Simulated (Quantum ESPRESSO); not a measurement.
A run of Quantum ESPRESSO 7.5:

pw.in

```
&CONTROL
  calculation = 'scf'
  prefix = 'pwscf'
  outdir = './tmp'
  pseudo_dir = './pseudo'
  tprnfor = .true.
  tstress = .true.
  disk_io = 'low'
/
&SYSTEM
  ibrav = 0
  nat = 2
  ntyp = 2
  ecutwfc = 45
  ecutrho = 360
  nbnd = 15
  occupations = 'smearing'
  smearing = 'mv'
  degauss = 0.01469973
/
&ELECTRONS
  conv_thr = 4d-10
  electron_maxstep = 120
  mixing_beta = 0.5
/
ATOMIC_SPECIES
Hf   178.4900 hf_pbe_v1.uspp.F.UPF
N     14.0070 n_pbe_v1.2.uspp.F.UPF
CELL_PARAMETERS angstrom
   0.0000000000    2.2560000000    2.2560000000
   2.2560000000    0.0000000000    2.2560000000
   2.2560000000    2.2560000000    0.0000000000
ATOMIC_POSITIONS crystal
Hf     0.0000000000    0.0000000000    0.0000000000
N      0.5000000000    0.5000000000    0.5000000000
K_POINTS automatic
8 8 8 0 0 0
```

scf2.in

```
&CONTROL
  calculation = 'scf'
  prefix = 'pwscf'
  outdir = './tmp'
  pseudo_dir = './pseudo'
  tprnfor = .true.
  tstress = .true.
  disk_io = 'low'
/
&SYSTEM
  ibrav = 0
  nat = 2
  ntyp = 2
  ecutwfc = 45
  ecutrho = 360
  nbnd = 15
  occupations = 'smearing'
  smearing = 'mv'
  degauss = 0.01469973
/
&ELECTRONS
  conv_thr = 1d-13
  electron_maxstep = 120
  mixing_beta = 0.5
  startingpot = 'file'
  startingwfc = 'file'
/
ATOMIC_SPECIES
Hf   178.4900 hf_pbe_v1.uspp.F.UPF
N     14.0070 n_pbe_v1.2.uspp.F.UPF
CELL_PARAMETERS angstrom
   0.0000000000    2.2560000000    2.2560000000
   2.2560000000    0.0000000000    2.2560000000
   2.2560000000    2.2560000000    0.0000000000
ATOMIC_POSITIONS crystal
Hf     0.0000000000    0.0000000000    0.0000000000
N      0.5000000000    0.5000000000    0.5000000000
K_POINTS automatic
8 8 8 0 0 0
```

ph.in

```
phonons of HfN
&INPUTPH
  prefix = 'pwscf'
  outdir = './tmp'
  tr2_ph = 1d-18
  fildyn = 'dyn'
  niter_ph = 90
  alpha_mix(1) = 0.4
/
0.0000000000 0.0000000000 0.0000000000
```

Contents of dynmat.in:

```
&INPUT
  fildyn = 'dyn'
  asr = 'crystal'
  filout = 'dynmat.disp'
  fileig = 'dynmat.eig'
/
```

Potentials or basis: GBRV 1.5 PBE.

The run is started by

```console
$ OMP_NUM_THREADS=1 pw.x -in pw.in > pw.out
$ OMP_NUM_THREADS=1 pw.x -in scf2.in > scf2.out
$ OMP_NUM_THREADS=1 ph.x -in ph.in > ph.out
$ OMP_NUM_THREADS=1 dynmat.x -in dynmat.in > dynmat.out
```

Hardware: 1 thread of Arm Neoverse V2, with other jobs on the host.

Problem. How long does it take, and how much memory?

Solution. It took 69 s on 1 thread of Arm Neoverse V2, with other jobs on the host, peak memory 0.16 GiB. Counts: scf iterations 13, k pools 1, bands 15, k points 29, g dense 17933.
